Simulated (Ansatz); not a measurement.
Relaxed-ion elastic tensor of GeTe in space group R3m (No. 160; Ge on 3a, Te on 3a) in GPa (Voigt order), DFT-PBE in the program Ansatz with PAW potentials; density 5.89 g/cm³, 28.21 Å³ per atom.

```
 86.8   18.5   18.7  -14.6    0.0    0.0
 18.5   86.8   18.7   14.6    0.0    0.0
 18.7   18.7   36.7    0.0    0.0    0.0
-14.6   14.6    0.0   24.9    0.0    0.0
  0.0    0.0    0.0    0.0   24.9  -14.6
  0.0    0.0    0.0    0.0  -14.6   34.1
```

Task: Is the crystal mechanically stable?

Result: Yes: the smallest eigenvalue of C is 14.2 GPa.

Task: Work out the Voigt, Reuss and Hill averages.

Result: K_V = 35.8, K_R = 30.5, K_H = 33.1; G_V = 27.1, G_R = 19.7, G_H = 23.4 GPa.

Task: Give Young's modulus, Poisson's ratio, Pugh's ratio and the universal anisotropy index.

Result: E = 9KG/(3K + G) = 56.8 GPa; ν = 0.21; K/G = 1.42 (brittle by the Pugh limit of 1.75); A_U = 5G_V/G_R + K_V/K_R − 6 = 2.04.

Task: Estimate the sound speeds and the Debye temperature.

Result: v_l = √((K + 4G/3)/ρ) = 3300 m/s, v_t = √(G/ρ) = 1990 m/s, mean 2200 m/s; Θ = (h/k)(3n/4πV)^(1/3) v_m = 215 K.

Task: Solve the Christoffel equation for the three sound speeds along x, y, z.

Result: Eigenvalues of C_ijkl n_j n_l equal ρv² (piezoelectric stiffening left out). In km/s, slowest first: x 1.55, 2.76, 3.84; y 1.91, 2.41, 3.91; z 2.06, 2.06, 2.50.

Task: How much does each axis shrink under pressure?

Result: Linear compressibilities β_i = Σ_j S_ij (j = 1 to 3): x 5.7, y 5.7, z 21 per TPa.

Symmetry was held in the PBE relaxation; of distortions, only those at the zone centre were tested. Scalar-relativistic: spin–orbit coupling is off unless named, which matters more the heavier the elements.

Potentials: the later of the program's two PAW sets.
